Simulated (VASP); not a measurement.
# Ba (P6/mmm) in VASP: a series of runs

The runs below take Ba through single point, with PBE.

Everything below comes from runs of VASP 6.6.1. Logs are shortened: lines on timing, memory, paths and dates and some standing lists are left out, and cuts for length are marked.

## 1. The crystal as given

The structure is hexagonal, space group P6/mmm (No. 191). Conventional cell: a = 4.312 Å, b = 4.312 Å, c = 3.913 Å, α = 90.00°, β = 90.00°, γ = 120.00°. Around Ba (site symmetry 6/mmm) lie 8 Ba at 3.91 to 4.31 Å.

This isn't the form of Ba at room conditions, which is bcc.

## 2. Single point, PBE

File INCAR:

```
PREC = Accurate ; ENCUT = 520
EDIFF = 1E-6 ; ISMEAR = 0
SIGMA = 0.1 ; LREAL = False
LASPH = True ; NELM = 80
ALGO = Fast ; ISIF = 2
LWAVE = False ; LCHARG = False
GGA = PE ; NBANDS = 11
```

File KPOINTS:

```
regular mesh
0
Gamma
  6 6 4
```

File POSCAR:

```
Ba
1.0
    4.3116136979      0.0000000000      0.0000000000
   -2.1558068490      3.7339669937      0.0000000000
    0.0000000000      0.0000000000      3.9134133000
Ba
1
Direct
    0.0000000000      0.0000000000      0.0000000000
```

Potentials or basis: VASP PAW PBE potentials, release 64 (Ba_sv).

On the command line:

```sh
cat potpaw_PBE.64/Ba_sv/POTCAR > POTCAR
mpirun -np 1 vasp_std > vasp.out
```

OUTCAR:

```text
PREC = Accurate
   ENCUT = 520
   EDIFF = 1E-6
   ISMEAR = 0
   LREAL = False
   LASPH = True
   NELM = 80
   ISIF = 2
   GGA = PE

 ion  position               nearest neighbor table
   1  0.000  0.000  0.000-

  LATTYP: Found a hexagonal cell.
 ALAT       =     4.3116136979
 C/A-ratio  =     0.9076446950

  Lattice vectors:

 A1 = (   4.3116136979,   0.0000000000,   0.0000000000)
 A2 = (  -2.1558068490,   3.7339669937,   0.0000000000)
 A3 = (   0.0000000000,   0.0000000000,   3.9134133000)

Analysis of symmetry for initial positions (statically):
=====================================================================
 Subroutine PRICEL returns:
 Original cell was already a primitive cell.

 Routine SETGRP: Setting up the symmetry group for a
 hexagonal supercell.

 Subroutine GETGRP returns: Found 24 space group operations
 (whereof 24 operations were pure point group operations)
 out of a pool of 24 trial point group operations.

The static configuration has the point symmetry D_6h.

Analysis of symmetry for dynamics (positions and initial velocities):
=====================================================================
 Subroutine PRICEL returns:
 Original cell was already a primitive cell.

 Routine SETGRP: Setting up the symmetry group for a
 hexagonal supercell.

 Subroutine GETGRP returns: Found 24 space group operations
 (whereof 24 operations were pure point group operations)
 out of a pool of 24 trial point group operations.

The dynamic configuration has the point symmetry D_6h.

 Subroutine INISYM returns: Found 24 space group operations
 (whereof 24 operations are pure point group operations),
 and found     1 'primitive' translations

----------------------------------------------------------------------------------------

                                     Primitive cell

  volume of cell :      63.0037

  direct lattice vectors                    reciprocal lattice vectors
     4.311613698  0.000000000  0.000000000     0.231931724  0.133905844  0.000000000
    -2.155806849  3.733966994  0.000000000     0.000000000  0.267811687  0.000000000
     0.000000000  0.000000000  3.913413300     0.000000000  0.000000000  0.255531405

  length of vectors
     4.311613698  4.311613698  3.913413300     0.267811687  0.267811687  0.255531405

  position of ions in fractional coordinates (direct lattice)
     0.000000000  0.000000000  0.000000000

  ion indices of the primitive-cell ions
   primitive index   ion index
                 1           1

----------------------------------------------------------------------------------------

 KPOINTS: regular mesh

Automatic generation of k-mesh.
 Grid dimensions read from file:
 generate k-points for:    6    6    4

 Generating k-lattice:

  Cartesian coordinates                     Fractional coordinates (reciprocal lattice)
     0.038655287  0.022317641  0.000000000     0.166666667  0.000000000  0.000000000
     0.000000000  0.044635281  0.000000000     0.000000000  0.166666667  0.000000000
     0.000000000  0.000000000  0.063882851     0.000000000  0.000000000  0.250000000

  Length of vectors
     0.044635281  0.044635281  0.063882851

  Shift w.r.t. Gamma in fractional coordinates (k-lattice)
     0.000000000  0.000000000  0.000000000

 Subroutine IBZKPT returns following result:
 ===========================================

 Found     21 irreducible k-points:

 Following reciprocal coordinates:
            Coordinates               Weight
  0.000000  0.000000  0.000000      1.000000
  0.166667  0.000000  0.000000      6.000000
  0.333333  0.000000  0.000000      6.000000
  0.500000  0.000000  0.000000      3.000000
  0.166667  0.166667  0.000000      6.000000
  0.333333  0.166667  0.000000     12.000000
[... 13 lines left out ...]
  0.333333  0.166667  0.500000     12.000000
  0.333333  0.333333  0.500000      2.000000
   k-points           NKPTS =     21   k-points in BZ     NKDIM =     21   number of bands    NBANDS=     11
   number of dos      NEDOS =    301   number of ions     NIONS =      1
   total plane-waves  NPLWV =  30720
   dimension x,y,z NGX =    32 NGY =   32 NGZ =   30
   dimension x,y,z NGXF=    64 NGYF=   64 NGZF=   60
   ions per type =               1
   NGX,Y,Z   is equivalent  to a cutoff of  12.34, 12.34, 12.74 a.u.
   NGXF,Y,Z  is equivalent  to a cutoff of  24.68, 24.68, 25.49 a.u.
 SYSTEM =  unknown system
   PREC   = accura    normal or accurate (medium, high low for compatibility)
   ISTART =      0    job   : 0-new  1-cont  2-samecut
   ICHARG =      2    charge: 1-file 2-atom 10-const
   ISPIN  =      1    spin polarized calculation?
   LNONCOLLINEAR =      F non collinear calculations
   LSORBIT =      F    spin-orbit coupling
   LASPH  =      T    aspherical Exc in radial PAW
   ENCUT  =  520.0 eV  38.22 Ry    6.18 a.u.   8.02  8.02  7.28*2*pi/ulx,y,z
   NELM   =     80;   NELMIN=  2; NELMDL= -5     # of ELM steps
   EDIFF  = 0.1E-05   stopping-criterion for ELM
   LREAL  =      F    real-space projection
   EDIFFG = 0.1E-04   stopping-criterion for IOM
   NSW    =      0    number of steps for IOM
   IBRION =     -1    ionic relax: 0-MD 1-quasi-New 2-CG
   NFREE  =      0    steps in history (QN), initial steepest desc. (CG)
   ISIF   =      2    stress and relaxation
   ISYM   =      2    0-nonsym 1-usesym 2-fastsym
   POTIM  = 0.5000    time-step for ionic-motion
   TEBEG  =    0.0;   TEEND  =   0.0 temperature during run
   PSTRESS=    0.0 pullay stress
   NELECT =      10.0000    total number of electrons
   NUPDOWN=      -1.0000    fix difference up-down
   EMIN   =  10.00;   EMAX   =-10.00  energy-range for DOS
   EFERMI =   0.00;   METHOD = LEGACY
   ISMEAR =     0;   SIGMA  =   0.10  broadening in eV -4-tet -1-fermi 0-gaus
   EFERMI_NEDOS =   21; number of points for ismear=-14 and -15
   IALGO  =     68    algorithm
   IMIX   =      4    mixing-type and parameters
     AMIX     =   0.40;   BMIX     =  1.00
     AMIX_MAG =   1.60;   BMIX_MAG =  1.00
  volume/ion in A,a.u.               =      63.00       425.17
  Fermi-wavevector in a.u.,A,eV,Ry     =   0.886379  1.675014 10.689660  0.785668
  Thomas-Fermi vector in A             =   2.007537
   LORBIT       =      0    0 simple, 1 ext, 2 COOP (PROOUT), +10 PAW based schemes
   GGA     = PE    functional components
   LHFCALC =     F    Hartree Fock is set to
   AEXX    =    0.0000 exact exchange contribution
   IVDW    =     0    specifies the selected vdW correction
   LEPSILON=     F    determine dielectric tensor
   LRPA    =     F    only Hartree local field effects (RPA)
 non-spin polarized calculation
 RMM-DIIS sequential band-by-band and
 Gauss-broadening in eV      SIGMA  =   0.10
  energy-cutoff  :      520.00
  volume of cell :       63.00
 maximum number of plane-waves:      1710
   NGX = 17   NGY = 17   NGZ = 15

 number of electron      10.0000001 magnetization

 Free energy of the ion-electron system (eV)
  ---------------------------------------------------
  ext. energy  EPLUGINS =         0.00000000
  ---------------------------------------------------
  free energy    TOTEN  =        -1.71655439 eV

  energy without entropy =       -1.71343339  energy(sigma->0) =       -1.71499389

 E-fermi :   1.6243     XC(G=0):  -7.4008

 val. band max:        1.5706297983   @ k =   0.5000   0.0000   0.2500
 cond. band min:       1.7667222472   @ k =   0.0000   0.0000   0.0000
 fundamental gap:      0.1960924489
 Fermi energy:         1.6243119819

 k-point     1 :       0.0000    0.0000    0.0000
  band No.  band energies     occupation
      1     -27.4530      2.00000
      2     -12.3794      2.00000
      3     -12.3794      2.00000
      4     -12.2856      2.00000
      5      -1.0448      2.00000
      6       1.7667      0.04401
      7       3.3466      0.00000
      8       3.3466      0.00000
      9       6.4965      0.00000
     10       6.4965      0.00000
     11       7.7041      0.00000

 k-point     2 :       0.1667    0.0000    0.0000
  band No.  band energies     occupation
      1     -27.4426      2.00000
      2     -12.5078      2.00000
      3     -12.4082      2.00000
      4     -12.2727      2.00000
      5      -0.5954      2.00000
      6       1.9472      0.00000
      7       2.7665      0.00000
      8       3.8137      0.00000
      9       5.7737      0.00000
     10       6.3833      0.00000
     11       8.9648      0.00000

 k-point     3 :       0.3333    0.0000    0.0000
  band No.  band energies     occupation
      1     -27.4217      2.00000
      2     -12.7506      2.00000
      3     -12.4649      2.00000
      4     -12.2467      2.00000
      5       0.3441      2.00000
      6       1.9267      0.00002
      7       2.5768      0.00000
      8       4.9095      0.00000
      9       5.1027      0.00000
     10       6.1750      0.00000
     11       7.8465      0.00000

 k-point     4 :       0.5000    0.0000    0.0000
  band No.  band energies     occupation
      1     -27.4113      2.00000
      2     -12.8658      2.00000
      3     -12.4927      2.00000
      4     -12.2336      2.00000
      5       0.7121      2.00000
      6       2.0691      0.00000
      7       2.6252      0.00000
      8       4.5882      0.00000
      9       6.0786      0.00000
     10       6.4180      0.00000
     11       7.7418      0.00000
[... 197 lines left out ...]
 k-point    19 :       0.1667    0.1667    0.5000
  band No.  band energies     occupation
      1     -27.3628      2.00000
      2     -12.9840      2.00000
      3     -12.5717      2.00000
      4     -12.3956      2.00000
      5       1.3129      1.99999
      6       2.2662      0.00000
      7       3.0724      0.00000
      8       3.3295      0.00000
      9       5.4793      0.00000
     10       5.5960      0.00000
     11       8.5433      0.00000

 k-point    20 :       0.3333    0.1667    0.5000
  band No.  band energies     occupation
      1     -27.3477      2.00000
      2     -12.9497      2.00000
      3     -12.6999      2.00000
      4     -12.4731      2.00000
      5       1.0411      2.00000
      6       2.4638      0.00000
      7       2.6277      0.00000
      8       3.9729      0.00000
      9       6.1223      0.00000
     10       7.1680      0.00000
     11       7.7908      0.00000

 k-point    21 :       0.3333    0.3333    0.5000
  band No.  band energies     occupation
      1     -27.3427      2.00000
      2     -12.9382      2.00000
      3     -12.6226      2.00000
      4     -12.6226      2.00000
      5       1.5568      1.66023
      6       1.5568      1.66023
      7       3.4331      0.00000
      8       3.4331      0.00000
      9       6.4983      0.00000
     10       6.9882      0.00000
     11       9.8372      0.00000

------------------------ aborting loop because EDIFF is reached ----------------------------------------

  FORCE on cell =-STRESS in cart. coord.  units (eV):
  Direction    XX          YY          ZZ          XY          YZ          ZX
  --------------------------------------------------------------------------------------
  -------------------------------------------------------------------------------------
  Total       -0.0834078     -0.0834078      0.2933293      0.0000000      0.0000000      0.0000000
  in kB       -2.1210509     -2.1210509      7.4593332      0.0000000      0.0000000      0.0000000
  external PRESSURE =       1.0724105 kB  Pullay stress =       0.0000000 kB

 VOLUME and BASIS-vectors are now :
 -----------------------------------------------------------------------------
  energy-cutoff  :      520.00
  volume of cell :       63.00
      direct lattice vectors                 reciprocal lattice vectors
     4.311613698  0.000000000  0.000000000     0.231931724  0.133905844  0.000000000
    -2.155806849  3.733966994  0.000000000     0.000000000  0.267811687  0.000000000
     0.000000000  0.000000000  3.913413300     0.000000000  0.000000000  0.255531405

 POSITION                                       TOTAL-FORCE (eV/Angst)
 -----------------------------------------------------------------------------------
      0.00000      0.00000      0.00000        -0.000000      0.000000      0.000000
 -----------------------------------------------------------------------------------
    total drift:                                0.000000      0.000000     -0.000000

  FREE ENERGIE OF THE ION-ELECTRON SYSTEM (eV)
  ---------------------------------------------------
  free  energy   TOTEN  =        -1.7165543853 eV

  energy  without entropy=       -1.7134333870  energy(sigma->0) =       -1.71499389
```

Wall time 8 s (1 thread of Intel Xeon Platinum 8488C (Sapphire Rapids), shared host); peak memory 0.17 GiB.

What came out:

* Free energy: -1.7166 eV
* Pressure: 0.1 GPa
* Band gap on the k mesh: none (metal or under the smearing width)

Caveat: the k mesh is coarse (spacing up to 0.40 Å⁻¹), so the values aren't converged. The run has no spin-orbit coupling, so splittings on Ba are missing.

## 3. Single point, PBE

File INCAR:

```
SYSTEM = Ba
PREC     = Accurate       ! precision mode
ENCUT    = 520            ! plane-wave cutoff, eV
EDIFF    = 1E-7           ! SCF threshold, eV
ISMEAR   = 0              ! smearing method
SIGMA    = 0.1            ! smearing width, eV
LREAL    = .FALSE.        ! projectors in reciprocal space
LASPH    = .TRUE.         ! aspherical terms in the spheres
NELM     = 100            ! most SCF steps
ALGO     = Fast           ! electronic algorithm
ISIF     = 2              ! what is computed and relaxed
LWAVE    = .FALSE.        ! write WAVECAR
LCHARG   = .TRUE.         ! write CHGCAR
GGA      = PE             ! functional
LELF     = .TRUE.         ! ELF
LVHAR    = .TRUE.       
NBANDS   = 11             ! bands
```

File KPOINTS:

```
Automatic mesh
0
G
  3 3 1
  0 0 0
```

POSCAR is that of step 2.

Potentials or basis: VASP PAW PBE potentials, release 64 (Ba_sv).

On the command line:

```sh
cat potpaw_PBE.64/Ba_sv/POTCAR > POTCAR
mpirun -np 1 vasp_std > vasp.out
```

It took 3.8 s on 1 thread of Intel Xeon Platinum 8488C (Sapphire Rapids), shared host; peak memory 0.16 GiB.

Results (log left out):

```yaml
Free_energy: -1.9632 eV
Pressure: 4.0 GPa
Band_gap_on_the_k_mesh: none (metal or under the smearing width)
```

Stress tensor (GPa, compression positive):
```
1.84 0.00 0.00
0.00 1.84 0.00
0.00 0.00 8.37
```

Levels at points of the mesh, in eV from the Fermi level:
```csv
k point,band 3,band 4,band 5,band 6,band 7,band 8
"(0.00, 0.00, 0.00)",-14.08,-13.84,-2.96,-0.05,1.48,1.48
```

Caveat: the k mesh is coarse (spacing up to 1.61 Å⁻¹), so the values aren't converged.
